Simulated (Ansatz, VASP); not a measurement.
## One calculation of La2O3, two programs

```
CELL_PARAMETERS angstrom
3.88302 0.00000 0.00000
-1.94151 3.36280 0.00000
0.00000 0.00000 5.95116
ATOMIC_POSITIONS crystal
La 0.66667 0.33333 0.75603
La 0.33333 0.66667 0.24397
O 0.66667 0.33333 0.35341
O 0.33333 0.66667 0.64659
O 0.00000 0.00000 0.00000
```

Alike in both runs: functional LDA; k mesh 9 × 9 × 4; occupations gaussian, width 0.02 eV; no spin polarisation.

Ansatz relaxed the structure, and its values are those at the end. VASP's run is a single point on that final structure, the one shown.

```csv
,VASP,Ansatz
version,VASP 6.6.1,Ansatz 0.2.0
potentials or method,"VASP PAW LDA potentials, release 64 (La, O)","scalar-relativistic, plane waves, PAW"
plane-wave cutoff (eV),520,420
valence electrons in the cell,40,40
```

|  | VASP | Ansatz | Ansatz less VASP |
| --- | --- | --- | --- |
| gap on the k mesh at the Fermi level (eV) | 3.75 | 3.76 | +0.011 |
| least direct gap on the mesh (eV) | 3.80 | 3.81 | +0.010 |
| pressure (GPa) | -0.1 | 0.0 | +0.05 |
| rms of the force components (eV/Å) | 0.004 | 0.000 | -0.0033 |

Ansatz warned: «pseudo_functional_mismatch».

Caveats: spin-orbit coupling is left out, which moves the levels of the heavy elements; an odd mesh through Γ misses points on the zone boundary, where band edges often lie. As with any semilocal functional, this LDA gap is likely too small.
